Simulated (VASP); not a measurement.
Write the native input for VASP 6.6.1 that does the following.

```yaml
Task: single point
Functional: PBEsol
Potentials_or_basis: VASP PAW PBE potentials, release 64 (Sb)
Cutoff: 520 eV
k_mesh: 8 × 8 × 8
Occupations: fermi-dirac, width 0.05 eV
Spin: no spin polarisation
Ladder: free
Further_INCAR_settings: ALGO = Normal; EDIFF = 1e-07; NBANDS = 12
```

The structure of Sb lies in POSCAR:

```
Sb
1.0
    2.1542000000      1.2437279499      3.7580000000
   -2.1542000000      1.2437279499      3.7580000000
    0.0000000000     -2.4874558998      3.7580000000
Sb
2
Direct
    0.7665100000      0.7665100000      0.7665100000
    0.2334900000      0.2334900000      0.2334900000
```

These files were run (other wordings do the same):

INCAR

```
PREC = Accurate ; ENCUT = 520
EDIFF = 1E-7 ; ISMEAR = -1
SIGMA = 0.05 ; LREAL = F
LASPH = T ; NELM = 100
ALGO = Normal ; ISIF = 2
LWAVE = F ; LCHARG = F
GGA = PS ; NBANDS = 12
```

KPOINTS

```
regular mesh
0
Gamma
  8 8 8
```

Potentials or basis: VASP PAW PBE potentials, release 64 (Sb).

Launch:

```sh
$ cat potpaw_PBE.64/Sb/POTCAR > POTCAR
$ mpirun -np 1 vasp_std > vasp.out
```

Results of the run:

```yaml
Pressure: 0.2 GPa
Largest_force: 0.157 eV/Å
Band_gap_on_the_k_mesh: none (metal or under the smearing width)
```

Caveat: the PAW data sets were made with another functional, which shifts forces and pressure a little.

Run time: 42 s on 1 thread of Intel(R) Xeon(R) Platinum 8488C (Sapphire Rapids), on a shared host, peak memory 0.21 GiB.
